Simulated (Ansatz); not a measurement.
The system is AlRu.

```xyz
2
Lattice="2.9916 0.0000 0.0000 0.0000 2.9916 0.0000 0.0000 0.0000 2.9916" Properties=species:S:1:pos:R:3 pbc="T T T"
Ru    1.4958    1.4958    1.4958
Al    0.0000    0.0000    0.0000
```

Program: Ansatz 0.2.0. Alike in all runs: potentials or basis Ansatz PAW; cell as given; cutoff (eV) 420. Hardware: 2 threads of Arm Neoverse V2, with other jobs on the host.

Question: Order these runs on this cell by their wall time, lowest first.
A. task band structure; level LDA; spin SOC, no magnetisation; k mesh 7 × 7 × 7; smearing fermi-dirac 0.05 eV; points for each segment of the path 14
B. task single point; level PBE; spin off; k mesh 9 × 9 × 9; smearing gaussian 0.011 eV
C. task band structure; level LDA; spin off; k mesh 9 × 9 × 9; smearing fermi-dirac 0.05 eV; points for each segment of the path 14

Answer: B (0.46 s), C (1.1 s), A (4.2 s).
